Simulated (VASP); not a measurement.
# AlN in VASP: one cell, several levels of theory

What does VASP give for AlN (rocksalt), under -3.0 % equal strain in all directions, the cell held fixed? Runs: PBE, r2SCAN. The results are then set beside those of Ansatz 0.2.0 for the same cell. This is a trial cell built on a prototype, not taken from a measured structure, and it needn't be the compound's ground state.

Code: VASP 6.6.1. PAW datasets, plane waves. Simulation only: spin-unpolarised, and no claim that this is the phase found in nature.

## Step 1: The cell

The cell comes from an earlier relaxation with r2SCAN in another program.

The symmetry is Fm-3m (No. 225, cubic); conventional cell a = 3.917 Å, 7.51 Å³ an atom. Near Al stand 6 N at 1.96 Å; near N stand 6 Al at 1.96 Å.

Coordinates:

```xyz
2
Lattice="0.0000 1.9583 1.9583 1.9583 0.0000 1.9583 1.9583 1.9583 0.0000" Properties=species:S:1:pos:R:3 pbc="T T T"
Al    0.0000    0.0000    0.0000
N     1.9583    1.9583    1.9583
```

## Step 2: PBE at this geometry

File INCAR:

```
ENCUT = 520.000000
SIGMA = 0.020000
EDIFF = 1.00e-07
GGA = PE
PREC = Accurate
IBRION = -1
ISIF = 2
ISMEAR = -1
NBANDS = 11
NELM = 120
NSW = 0
LASPH = .TRUE.
LCHARG = .FALSE.
LWAVE = .FALSE.
LREAL = .FALSE.
```

File KPOINTS:

```
KPOINTS created by Atomic Simulation Environment
0
Gamma
10 10 10
0 0 0
```

File KPOINTS_OPT:

```
special points
7
Reciprocal
0.0000000000 0.0000000000 0.0000000000 1
0.5000000000 0.0000000000 0.5000000000 1
0.6250000000 0.2500000000 0.6250000000 1
0.3750000000 0.3750000000 0.7500000000 1
0.5000000000 0.5000000000 0.5000000000 1
0.5000000000 0.2500000000 0.7500000000 1
0.0000000000 0.5000000000 0.5000000000 1
```

File POSCAR:

```
Al N
 1.0000000000000000
     0.0000000000000000    1.9583023921000000    1.9583023921000000
     1.9583023921000000    0.0000000000000000    1.9583023921000000
     1.9583023921000000    1.9583023921000000    0.0000000000000000
 Al  N
   1   1
Cartesian
  0.0000000000000000  0.0000000000000000  0.0000000000000000
  1.9583023921000000  1.9583023921000000  1.9583023921000000
```

Potentials: the recommended PBE PAW datasets, 8 valence electrons in the neutral cell.

Command:

```
$ mpirun -np 1 vasp_std
```

Standard output, without the iteration lines:

```text
POSCAR found type information on POSCAR AlN
 POSCAR found :  2 types and       2 ions
 LDA part: xc-table for (Slater+PW92), standard interpolation
 POSCAR, INCAR and KPOINTS ok, starting setup
 FFT: planning ... GRIDC
 FFT: planning ... GRID_SOFT
 FFT: planning ... GRID
 WAVECAR not read
 entering main loop
 Start KPOINTS_OPT (optional k-point list driver)
k-point batch [1-7\7]
```

OSZICAR:

```text
N       E                     dE             d eps       ncg     rms          rms(c)
DAV:   1     0.108998060800E+02    0.10900E+02   -0.39324E+03  1066   0.618E+02
DAV:   2    -0.155484678279E+02   -0.26448E+02   -0.25700E+02  1278   0.142E+02
DAV:   3    -0.162002169176E+02   -0.65175E+00   -0.65085E+00  1239   0.208E+01
DAV:   4    -0.162025220552E+02   -0.23051E-02   -0.23050E-02  1181   0.133E+00
DAV:   5    -0.162025398538E+02   -0.17799E-04   -0.17798E-04  1211   0.112E-01    0.803E+00
DAV:   6    -0.143902009229E+02    0.18123E+01   -0.70702E+00  1136   0.147E+01    0.295E+00
DAV:   7    -0.143619603016E+02    0.28241E-01   -0.24677E-01  1168   0.346E+00    0.190E+00
DAV:   8    -0.143570823071E+02    0.48780E-02   -0.14535E-02  1115   0.105E+00    0.368E-01
DAV:   9    -0.143567433579E+02    0.33895E-03   -0.13155E-03  1166   0.229E-01    0.168E-01
DAV:  10    -0.143567945079E+02   -0.51150E-04   -0.13885E-04  1162   0.845E-02    0.560E-02
DAV:  11    -0.143567873697E+02    0.71382E-05   -0.23861E-05  1199   0.284E-02    0.796E-03
DAV:  12    -0.143567871598E+02    0.20990E-06   -0.75399E-07  1136   0.733E-03    0.115E-03
DAV:  13    -0.143567871063E+02    0.53501E-07   -0.17390E-08   601   0.872E-04
   1 F= -.14356787E+02 E0= -.14356787E+02  d E =-.292052E-10
       N       E                     dE             ncg
DAV:   1     0.871212545883E+03   -0.23732E+04      154
DAV:   2     0.705001525006E+03   -0.16621E+03      195
DAV:   3     0.700335211941E+03   -0.46663E+01      192
DAV:   4     0.700319871583E+03   -0.15340E-01      181
DAV:   5     0.700319742617E+03   -0.12897E-03      190
DAV:   6     0.700319741147E+03   -0.14702E-05      175
DAV:   7     0.700319741128E+03   -0.18810E-07      187
```

The lines after F= are the extra pass for the points of KPOINTS_OPT, at fixed density; their E is not a total energy.

From OUTCAR:

```text
k-points           NKPTS =     47   k-points in BZ     NKDIM =     47   number of bands    NBANDS=     11

   NELECT =       8.0000    total number of electrons

   dimension x,y,z NGX =    24 NGY =   24 NGZ =   24
   dimension x,y,z NGXF=    48 NGYF=   48 NGZF=   48

  energy-cutoff  :      520.00
  volume of cell :       15.02
      direct lattice vectors                 reciprocal lattice vectors
     0.000000000  1.958302392  1.958302392    -0.255323183  0.255323183  0.255323183
     1.958302392  0.000000000  1.958302392     0.255323183 -0.255323183  0.255323183
     1.958302392  1.958302392  0.000000000     0.255323183  0.255323183 -0.255323183

 k-points in reciprocal lattice and weights: KPOINTS created by Atomic Simulation Env
   0.00000000  0.00000000  0.00000000       0.001
   0.10000000  0.00000000  0.00000000       0.008
   0.20000000  0.00000000  0.00000000       0.008
   0.30000000  0.00000000  0.00000000       0.008
   0.40000000  0.00000000  0.00000000       0.008
   0.50000000  0.00000000  0.00000000       0.004
   0.10000000  0.10000000  0.00000000       0.006
   0.20000000  0.10000000  0.00000000       0.024
[... 39 more k-points ...]

 E-fermi :  11.6164

 k-point     1 :       0.0000    0.0000    0.0000
  band No.  band energies     occupation
      1      -7.2000      2.00000
      2      11.2526      2.00000
      3      11.2526      2.00000
      4      11.2526      2.00000
      5      18.3783      0.00000
      6      23.7233      0.00000
      7      23.7233      0.00000
      8      23.7233      0.00000
      9      29.1301      0.00000
     10      29.7548      0.00000
     11      29.7548      0.00000

 k-point     2 :       0.1000    0.0000    0.0000
  band No.  band energies     occupation
      1      -6.9756      2.00000
      2      10.2214      2.00000
      3      11.1076      2.00000
      4      11.1076      2.00000
      5      18.9364      0.00000
      6      22.8346      0.00000
      7      24.0733      0.00000
      8      24.0733      0.00000
      9      28.4286      0.00000
     10      28.4286      0.00000
     11      30.6740      0.00000

 k-point     3 :       0.2000    0.0000    0.0000
  band No.  band energies     occupation
      1      -6.3210      2.00000
      2       7.9581      2.00000
      3      10.7574      2.00000
      4      10.7574      2.00000
      5      19.2445      0.00000
      6      22.6812      0.00000
      7      24.4706      0.00000
      8      24.4706      0.00000
      9      27.7461      0.00000
     10      27.7461      0.00000
     11      30.3388      0.00000

 k-point     4 :       0.3000    0.0000    0.0000
  band No.  band energies     occupation
      1      -5.3093      2.00000
      2       5.4391      2.00000
      3      10.3716      2.00000
      4      10.3716      2.00000
      5      18.6581      0.00000
      6      23.9112      0.00000
      7      23.9112      0.00000
      8      24.0498      0.00000
      9      29.2152      0.00000
     10      29.2152      0.00000
     11      29.4069      0.00000

 k-point     5 :       0.4000    0.0000    0.0000
  band No.  band energies     occupation
      1      -4.1612      2.00000
      2       3.2815      2.00000
      3      10.0889      2.00000
      4      10.0889      2.00000
      5      18.1737      0.00000
      6      23.2815      0.00000
      7      23.2815      0.00000
      8      25.4328      0.00000
      9      28.7143      0.00000
     10      31.5930      0.00000
     11      31.5930      0.00000

 k-point     6 :       0.5000    0.0000    0.0000
  band No.  band energies     occupation
      1      -3.5449      2.00000
      2       2.3142      2.00000
      3       9.9867      2.00000
      4       9.9867      2.00000
      5      18.0093      0.00000
      6      23.0484      0.00000
      7      23.0484      0.00000
      8      25.9941      0.00000
      9      28.4798      0.00000
     10      33.0436      0.00000
     11      33.0436      0.00000

 k-point     7 :       0.1000    0.1000    0.0000
  band No.  band energies     occupation
      1      -6.9012      2.00000
      2      10.3270      2.00000
      3      10.8421      2.00000
      4      10.8421      2.00000
      5      19.2030      0.00000
      6      22.0574      0.00000
      7      24.4711      0.00000
      8      24.4711      0.00000
      9      26.7378      0.00000
     10      30.1002      0.00000
     11      31.5731      0.00000

 k-point     8 :       0.2000    0.1000    0.0000
  band No.  band energies     occupation
      1      -6.3914      2.00000
      2       8.6464      2.00000
      3      10.4207      2.00000
      4      10.5597      2.00000
      5      19.8502      0.00000
      6      21.3229      0.00000
      7      24.4831      0.00000
      8      25.1319      0.00000
      9      26.0446      0.00000
     10      29.6151      0.00000
     11      31.8878      0.00000

 k-point     9 :       0.3000    0.1000    0.0000
  band No.  band energies     occupation
      1      -5.4974      2.00000
      2       6.3069      2.00000
      3      10.0286      2.00000
      4      10.0870      2.00000
      5      19.3990      0.00000
      6      22.5202      0.00000
      7      23.2910      0.00000
      8      24.9301      0.00000
      9      27.6145      0.00000
     10      30.3971      0.00000
     11      31.1423      0.00000

 k-point    10 :       0.4000    0.1000    0.0000
  band No.  band energies     occupation
      1      -4.3727      2.00000
      2       4.0610      2.00000
      3       9.5805      2.00000
      4       9.7929      2.00000
      5      18.9194      0.00000
      6      22.3854      0.00000
      7      24.1821      0.00000
      8      24.3649      0.00000
      9      29.4405      0.00000
     10      30.6819      0.00000
     11      32.3605      0.00000

 k-point    11 :       0.5000    0.1000    0.0000
  band No.  band energies     occupation
      1      -3.4914      2.00000
      2       2.6319      2.00000
      3       9.2145      2.00000
      4       9.7723      2.00000
      5      18.7372      0.00000
      6      22.0765      0.00000
      7      23.6314      0.00000
      8      25.5685      0.00000
      9      29.9150      0.00000
     10      31.8062      0.00000
     11      33.3142      0.00000

[... the tables of k-points 12 to 47 left out ...]

  Total        3.4014305      3.4014305      3.4014305     -0.0000000     -0.0000000     -0.0000000
  in kB      362.8297833    362.8297833    362.8297833     -0.0000000     -0.0000000     -0.0000000
  external PRESSURE =     362.8297833 kB  Pullay stress =       0.0000000 kB

 POSITION                                       TOTAL-FORCE (eV/Angst)
 -----------------------------------------------------------------------------------
      0.00000      0.00000      0.00000         0.000000     -0.000000      0.000000
      1.95830      1.95830      1.95830        -0.000000      0.000000     -0.000000
 -----------------------------------------------------------------------------------
    total drift:                               -0.000000     -0.000000      0.000000

  FREE ENERGIE OF THE ION-ELECTRON SYSTEM (eV)
  ---------------------------------------------------
  free  energy   TOTEN  =       -14.3567871063 eV

  energy  without entropy=      -14.3567871063  energy(sigma->0) =      -14.35678711
```

Hardware: 1 MPI rank of Intel Xeon Platinum 8488C, shared host.

The levels at the points of KPOINTS_OPT are read from vasprun.xml.

Levels at the named points, in eV from the top of band v (v: the last filled band by count, c: the next):

```tsv
point	v−1	v	c	c+1
Γ	0.00	0.00	7.13	12.47
X	-3.05	-3.05	5.12	5.57
U	-5.89	-2.54	6.45	9.92
K	-5.89	-2.54	6.45	9.92
L	-1.27	-1.27	6.76	11.80
W	-6.24	-4.17	9.15	11.25
```

The PBE gap is 5.12 eV and indirect (Γ to X), with 7.13 eV as the least direct one. The pressure is 36.28 GPa; the forces vanish within 0.01 eV/Å.

[end of part 1 of 2]
